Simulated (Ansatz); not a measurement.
Runs of Ansatz 0.2.0 on Sb. Symmetry: Fm-3m, No. 225, cubic system. The conventional cell has a = 4.742 Å, b = 4.742 Å, c = 4.742 Å, α = 90.00°, β = 90.00°, γ = 90.00°. Around Sb (site symmetry m-3m) lie 12 Sb at 3.35 Å. This isn't the form of Sb at room conditions, which is rhombohedral.

```csv
task,level,cell,k mesh,atoms under strain,gap on the mesh (eV),pressure (GPa),relaxed volume (Å³/atom)
relaxation of cell and atoms,BLYP+D4,relaxed,10 × 10 × 10,-,none,0.0,27.41
elastic constants,LDA,as given,7 × 7 × 7,relaxed,none,(a),-
relaxation of cell and atoms,BLYP+D3(BJ),relaxed,10 × 10 × 10,-,none,0.0,26.87
phonons,LDA,as given,7 × 7 × 7,-,none,-,-
```

Alike in all rows: potentials or basis Ansatz PAW; no spin polarisation; cutoff (eV) 420; smearing fermi-dirac 0.05 eV.

**Question.** Estimate the missing entries.

**Answer.** (a) -2.7.

Caveats: the PAW data sets come from PBE, with cores solved anew for the run's functional, which leaves a small shift of forces and pressure; the plane-wave basis is chosen anew once the cell has moved, so the energies of steps on either side of that aren't comparable (some runs); pairwise dispersion overbinds metals, which lowers pressure and volume (some runs); the elastic tensor has a negative eigenvalue, so either the cell is unstable as it stands or the mesh is too thin (some runs).

A k mesh can miss the band edges, and the runs leave out spin-orbit coupling on Sb.

A gap of «none» marks a metal or a gap under the smearing width.

Runs at the PBE level aren't shown here.
